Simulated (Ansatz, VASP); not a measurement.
PtSe2 (Sudovikovite) in VASP and in Ansatz

```
Pt Se
1.0
     3.72400    0.00000    0.00000
    -1.86200    3.22508    0.00000
     0.00000    0.00000    5.06200
Pt Se
1 2
Direct
  0.01133 0.02263 0.00660
  0.65034 0.33135 0.74000
  0.33238 0.65513 0.24631
```

Change from the starting cell: atoms moved at random, drawn with an rms of 0.05 Å.

Alike in both runs: task single point; functional PBEsol; k mesh 8 × 8 × 5; occupations fermi-dirac, width 0.05 eV; no spin polarisation.

|  | VASP | Ansatz |
| --- | --- | --- |
| version | VASP 6.6.1 | Ansatz 0.2.0 |
| potentials or method | VASP PAW PBE potentials, release 64 (Pt, Se) | Ansatz PAW |
| plane-wave cutoff (eV) | 520 | 420 |
| valence electrons in the cell | 22 | 50 |

```csv
,VASP,Ansatz,Ansatz less VASP
gap on the k mesh at the Fermi level (eV),none,none,-
pressure (GPa),2.1,2.0,-0.10
largest component of the traceless stress (GPa),1.87,1.84,-0.034
rms of the force components (eV/Å),0.844,0.836,-0.0079
```

Atom by atom the forces differ by 0.011 eV/Å (rms over components). A gap of «none» marks a metal or a gap that the smearing closes. The two sets of potentials don't hold the same shells in valence.

Caveats: the PAW data sets were made with another functional, which shifts forces and pressure a little (VASP); the PAW data sets come from PBE, with cores solved anew for the run's functional, which leaves a small shift of forces and pressure (Ansatz). Spin-orbit coupling is left out, which matters for the levels of Pt.
